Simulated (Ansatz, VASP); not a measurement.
## Two plane-wave programs on Mg

```
Mg
1.0
     0.00000    2.11193    2.53431
     2.11193    0.00000    2.53431
     2.11193    2.11193    0.00000
Mg
1
Direct
  0.00000 0.00000 0.00000
```

Alike in both runs: task single point; functional PBEsol; k mesh 20 × 20 × 20; occupations gaussian, width 0.15 eV; no spin polarisation.

```csv
,VASP,Ansatz
version,VASP 6.6.1,Ansatz 0.2.0
potentials or method,"VASP PAW PBE potentials, release 64 (Mg)","scalar-relativistic, plane waves, PAW"
plane-wave cutoff (eV),520,420
valence electrons in the cell,2,10
```

VASP gave:

- gap on the k mesh at the Fermi level (eV): none
- pressure (GPa): 0.4
- largest component of the traceless stress (GPa): 4.10

Question: Which values does Ansatz return?

Answer: gap on the k mesh at the Fermi level (eV): none; pressure (GPa): 0.4; largest component of the traceless stress (GPa): 4.08.

A gap of «none» marks a metal or a gap that the smearing closes. With one functional, cell and mesh, what is left measures potentials, basis and numerics. The two sets of potentials don't hold the same shells in valence.

Caveats: the PAW data sets were made with another functional, which shifts forces and pressure a little (VASP).
